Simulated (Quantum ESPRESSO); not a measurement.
## BeTe under changes of volume

One of the cells (21.254 Å³/atom); the others are scaled copies at fixed shape and fractional positions:

```xyz
2
Lattice="0.0000 2.7700 2.7700 2.7700 0.0000 2.7700 2.7700 2.7700 0.0000" Properties=species:S:1:pos:R:3 pbc="T T T"
Te    4.1550    4.1550    4.1550
Be    0.0000    0.0000    0.0000
```

- Program: Quantum ESPRESSO 7.5
- Functional: r2SCAN
- Potentials or basis: SG15 PBE 1.2
- Cutoff: 952 eV
- Density cutoff: 3810 eV
- k mesh: 6 × 6 × 6
- Occupations: fermi-dirac, width 0.05 eV
- Spin: no spin polarisation

```tsv
volume (Å³/atom)	energy over the lowest point (meV/atom)	pressure (GPa)	gap on the mesh (eV)
19.979	?	?	?
20.404	36.46	6.6	2.27
20.829	21.19	4.9	2.32
21.254	10.28	3.3	2.37
21.679	3.34	1.9	2.42
22.104	0.02	0.6	2.46
22.529	0.00	-0.6	2.50
```

**Question.** What does the run at 19.979 Å³/atom give?

**Answer.** Energy over the lowest point 56.50 meV/atom; pressure 8.5 GPa; gap on the mesh 2.21 eV.

Worked out: A Birch-Murnaghan fit of order 3 (a polynomial in V^(-2/3)) to the other rows has its minimum at 22.32 Å³/atom with B0 = V·E''(V) = 62 GPa and B' = 3.8. It gives 56.52 meV/atom at 19.979 Å³/atom, against the run's 56.50, and -dE/dV = 8.5 GPa, against 8.5. A straight line through the other rows of the gap, of slope 2.34 eV per unit of ln V, extrapolates to 2.22 eV, against the run's 2.21.

Energies are extrapolated to zero smearing.

Caveats: the potentials were made for another functional, which shifts forces and pressure; spin-orbit coupling is left out, which moves the levels of the heavy elements.

A mesh can miss the band edges.
